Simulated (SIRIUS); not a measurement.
The system is TiB2.

```
Ti B
1.0
     3.02920    0.00000    0.00000
    -1.51460    2.62336    0.00000
     0.00000    0.00000    3.22840
Ti B
1 2
Direct
  0.00000 0.00000 0.00000
  0.66667 0.33333 0.50000
  0.33333 0.66667 0.50000
```

* Program: SIRIUS 7.10.0
* Task: relaxation of cell and atoms
* Functional: PBE
* Dispersion: D3
* Potentials or basis: PseudoDojo 0.4.1 PBE standard (scalar relativistic)
* Cutoff: 1152 eV
* Density cutoff: 4606 eV
* k mesh: 5 × 5 × 4
* Occupations: fermi-dirac, width 0.05 eV
* Spin: no spin polarisation

At the start: pressure -6.0 GPa; volume 8.55 Å³/atom.

Task: How do energy, volume and symmetry change on relaxing?

Result: Over 5 steps the energy falls by 4.3 meV/atom and the volume is 8.35 Å³/atom (-2.3 %); space group P6/mmm (No. 191, to 0.05 Å).

Step by step:
| step | energy change (eV) | largest force (eV/Å) | pressure (GPa) | volume (Å³) |
| --- | --- | --- | --- | --- |
| 1 | 0.0000 | 0.0000 | -5.96 | 25.66 |
| 2 | -0.0041 | 0.0000 | -4.85 | 25.54 |
| 3 | -0.0123 | 0.0000 | 0.36 | 25.03 |
| 4 | -0.0125 | 0.0000 | 0.24 | 25.04 |
| 5 | -0.0129 | 0.0000 | -0.11 | 25.05 |

Final structure:
```
Ti B
1.0
     3.01435    0.00000    0.00000
    -1.50717    2.61050    0.00000
     0.00000    0.00000    3.18391
Ti B
1 2
Direct
  0.00000 0.00000 0.00000
  0.66667 0.33333 0.50000
  0.33333 0.66667 0.50000
```

Caveat: the k mesh is coarse (spacing up to 0.49 Å⁻¹), so the values aren't converged; pairwise dispersion overbinds metals, which lowers pressure and volume.
